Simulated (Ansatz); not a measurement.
Input of an Ansatz 0.2.0 run:

File input:

```
crystal:
  lattice:
    - [3.98, 0.0, 0.0]
    - [0.0, 3.98, 0.0]
    - [0.0, 0.0, 3.98]
  atoms:
    - { symbol: Au, position: [0.5, 0.5, 0.0] }
    - { symbol: Au, position: [0.5, 0.0, 0.5] }
    - { symbol: Au, position: [0.0, 0.5, 0.5] }
    - { symbol: Cu, position: [0.0, 0.0, 0.0] }
hamiltonian:
  xc: hf
  pseudopotentials: { kind: paw }
kpoints:
  mp_grid: { grid: [4, 4, 4] }
scf:
  occupations: { method: fermi_dirac, width: 0.05 }
output:
  forces: true
  stress: true
  eigenvalues: true
```

(1) Predict the pressure.

(2) Estimate the band gap on the k mesh.

Results:

(1) 22.5 GPa.

(2) none (metal or under the smearing width).

Caveat: the k mesh is coarse (spacing up to 0.39 Å⁻¹), so the values aren't converged, least of all with exact exchange; so large a pressure means that the cell lies far from this level's equilibrium, or that cutoff or potentials fall short; the pressure holds a Pulay correction of +1.2 GPa for the finite cutoff; the PAW data sets come from PBE, with cores solved anew for the run's functional, which leaves a small shift of forces and pressure; the thresholds are loose for stress.
